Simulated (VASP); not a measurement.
Write the native input for VASP 6.6.1 that does the following.

- Task: band structure
- Functional: PBE
- Potentials or basis: VASP PAW PBE potentials, release 64 (Zr_sv, Se)
- Cutoff: 520 eV
- k mesh: 8 × 8 × 6
- Occupations: gaussian, width 0.02 eV
- Spin: no spin polarisation
- Ladder: gaps
- Further INCAR settings: ALGO = Normal; EDIFF = 1e-06; NBANDS = 19

Crystal: ZrSe2.

```
Zr Se
1.0
     3.79800    0.00000    0.00000
    -1.89900    3.28916    0.00000
     0.00000    0.00000    6.19200
Zr Se
1 2
Direct
  0.00000 0.00000 0.00000
  0.66667 0.33333 0.75000
  0.33333 0.66667 0.25000
```

The input as run:

POSCAR

```
ZrSe2
1.0
    3.7980000000      0.0000000000      0.0000000000
   -1.8990000000      3.2891644836      0.0000000000
    0.0000000000      0.0000000000      6.1920000000
Zr Se
1 2
Direct
    0.0000000000      0.0000000000      0.0000000000
    0.6666666667      0.3333333333      0.7500000000
    0.3333333333      0.6666666667      0.2500000000
```

INCAR.step1

```
ALGO = Normal
EDIFF = 1E-6
ENCUT = 520
GGA = PE
ISIF = 2
ISMEAR = 0
LASPH = T
LCHARG = T
LMAXMIX = 4
LREAL = F
LWAVE = F
NBANDS = 19
NELM = 100
PREC = Accurate
SIGMA = 0.02
```

KPOINTS.step1

```
k-points
0
Gamma
  8 8 6
```

INCAR.step2

```
ALGO = Normal
EDIFF = 1E-6
ENCUT = 520
GGA = PE
ICHARG = 11
ISIF = 2
ISMEAR = 0
LASPH = T
LCHARG = F
LMAXMIX = 4
LREAL = F
LWAVE = F
NBANDS = 19
NELM = 100
PREC = Accurate
SIGMA = 0.05
```

KPOINTS.step2

```
path GMKGALHA,LM,KH
20
line-mode
reciprocal
 0.0000000000  0.0000000000  0.0000000000  G
 0.5000000000  0.0000000000  0.0000000000  M

 0.5000000000  0.0000000000  0.0000000000  M
 0.3333333333  0.3333333333  0.0000000000  K

 0.3333333333  0.3333333333  0.0000000000  K
 0.0000000000  0.0000000000  0.0000000000  G

 0.0000000000  0.0000000000  0.0000000000  G
 0.0000000000  0.0000000000  0.5000000000  A

 0.0000000000  0.0000000000  0.5000000000  A
 0.5000000000  0.0000000000  0.5000000000  L

 0.5000000000  0.0000000000  0.5000000000  L
 0.3333333333  0.3333333333  0.5000000000  H

 0.3333333333  0.3333333333  0.5000000000  H
 0.0000000000  0.0000000000  0.5000000000  A

 0.5000000000  0.0000000000  0.5000000000  L
 0.5000000000  0.0000000000  0.0000000000  M

 0.3333333333  0.3333333333  0.0000000000  K
 0.3333333333  0.3333333333  0.5000000000  H
```

Potentials or basis: VASP PAW PBE potentials, release 64 (Zr_sv, Se).

The run is started by

```bash
$ cat potpaw_PBE.64/Zr_sv/POTCAR potpaw_PBE.64/Se/POTCAR > POTCAR
$ cp INCAR.step1 INCAR
$ cp KPOINTS.step1 KPOINTS
$ mpirun -np 1 vasp_std > vasp.out
$ cp INCAR.step2 INCAR
$ cp KPOINTS.step2 KPOINTS
$ mpirun -np 1 vasp_std > vasp.out
```

Results of the run:

- Band gap on the k mesh: 0.37 eV, indirect (least direct gap 1.05 eV)
- Band gap along the path: 0.37 eV, indirect (least direct gap 1.05 eV)

Caveat: the log is that of the step along the path at fixed density, whose energy, stress, charges and moments have no meaning.

It took 2.7 min on 1 thread of Intel(R) Xeon(R) Platinum 8259CL CPU @ 2.50GHz (Skylake/Cascade Lake), with other jobs on the host, peak memory 0.37 GiB.
